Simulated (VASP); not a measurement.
Write the native input for VASP 6.6.1 that does the following.

* Task: single point
* Functional: r2SCAN
* Potentials or basis: VASP PAW PBE potentials, release 64 (Na_pv, H)
* Cutoff: 520 eV
* k mesh: 10 × 10 × 10
* Occupations: gaussian, width 0.05 eV
* Spin: no spin polarisation
* Dipole correction: no
* Further INCAR settings: ALGO = Normal; EDIFF = 1e-07; NBANDS = 11

Crystal: NaH.

```
Na H
1.0
     3.10288    0.00000    0.00000
     0.00000    3.10288    0.00000
     0.00000    0.00000    3.10288
Na H
1 1
Direct
  0.00000 0.00000 0.00000
  0.50000 0.50000 0.50000
```

The cell comes from a database or a generator and needn't be the stable form of this composition.

The cell isn't the ideal one: strain +0.050 along x and y, +0.050 along z, atoms carried along.

One way to write it, as run:

POSCAR

```
NaH
1.0
    3.1028802000      0.0000000000      0.0000000000
    0.0000000000      3.1028802000      0.0000000000
    0.0000000000      0.0000000000      3.1028802000
Na H
1 1
Direct
    0.0000000000      0.0000000000      0.0000000000
    0.5000000000      0.5000000000      0.5000000000
```

INCAR.step1

```
SYSTEM = NaH
PREC     = Accurate       ! precision mode
ENCUT    = 520            ! plane-wave cutoff, eV
ISMEAR   = 0              ! smearing method
SIGMA    = 0.05           ! smearing width, eV
LREAL    = .False.        ! projectors in reciprocal space
LASPH    = .True.         ! aspherical terms in the spheres
NELM     = 100            ! most SCF steps
NBANDS   = 11             ! bands
GGA      = PE             ! functional
ALGO     = Normal         ! electronic algorithm
EDIFF    = 1E-4           ! SCF threshold, eV
LWAVE    = .True.         ! write WAVECAR
LCHARG   = .False.        ! write CHGCAR
```

INCAR.step2

```
SYSTEM = NaH
PREC     = Accurate       ! precision mode
ENCUT    = 520            ! plane-wave cutoff, eV
EDIFF    = 1E-7           ! SCF threshold, eV
ISMEAR   = 0              ! smearing method
SIGMA    = 0.05           ! smearing width, eV
LREAL    = .False.        ! projectors in reciprocal space
LASPH    = .True.         ! aspherical terms in the spheres
NELM     = 100            ! most SCF steps
ALGO     = Normal         ! electronic algorithm
ISIF     = 2              ! what is computed and relaxed
LWAVE    = .False.        ! write WAVECAR
LCHARG   = .False.        ! write CHGCAR
METAGGA  = R2SCAN         ! meta-GGA
LMIXTAU  = .True.       
NBANDS   = 11             ! bands
ISTART   = 1
```

KPOINTS

```
regular mesh
0
Gamma
  10 10 10
  0 0 0
```

Potentials or basis: VASP PAW PBE potentials, release 64 (Na_pv, H).

Run with:

```sh
$ cat potpaw_PBE.64/Na_pv/POTCAR potpaw_PBE.64/H/POTCAR > POTCAR
$ cp INCAR.step1 INCAR
$ mpirun -np 1 vasp_std > vasp.out
$ cp INCAR.step2 INCAR
$ mpirun -np 1 vasp_std > vasp.out
```

Results of the run:

```json
{
 "Pressure": "-3.1 GPa",
 "Band gap on the k mesh": "1.59 eV, indirect (least direct gap 4.67 eV)"
}
```

Caveat: the PAW data sets were made with another functional, which shifts forces and pressure a little.

It took 15 s on 1 thread of Intel(R) Xeon(R) 6975P-C (Granite Rapids) (shared host), peak memory 0.14 GiB.
